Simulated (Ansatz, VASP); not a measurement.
# Two plane-wave programs on HgTe (Coloradoite)

```
Hg Te
1.0
     0.00000    3.21450    3.21450
     3.21450    0.00000    3.21450
     3.21450    3.21450    0.00000
Hg Te
1 1
Direct
  0.00000 0.00000 0.00000
  0.75000 0.75000 0.75000
```

Alike in both runs: task relaxation of cell and atoms; functional revPBE; k mesh 7 × 7 × 7; occupations fermi-dirac, width 0.05 eV; no spin polarisation.

```csv
,VASP,Ansatz
version,VASP 6.6.1,Ansatz 0.2.0
potentials or method,"VASP PAW PBE potentials, release 64 (Hg, Te)",Ansatz PAW
plane-wave cutoff (eV),600,420
valence electrons in the cell,18,36
```

|  | VASP | Ansatz | Ansatz less VASP |
| --- | --- | --- | --- |
| relaxed volume (Å³/atom) | 38.08 | 38.08 | +0.002 |
| relaxed cell length with the largest relative difference (Å) | 4.758 | 4.758 | +0.0001 |
| energy change over the relaxation (meV/atom) | -78 | -77 | +1.8 |

The two sets of potentials don't hold the same shells in valence.

Caveats: the volume moved by +15 % from the deposited cell, more than functionals usually miss; the PAW data sets were made with another functional, which shifts forces and pressure a little (VASP); the plane-wave basis is chosen anew once the cell has moved, so the energies of steps on either side of that aren't comparable (Ansatz); the PAW data sets come from PBE, with cores solved anew for the run's functional, which leaves a small shift of forces and pressure (Ansatz). Zero-point motion and thermal expansion aren't in these numbers. revPBE gives volumes clearly too large for solids.
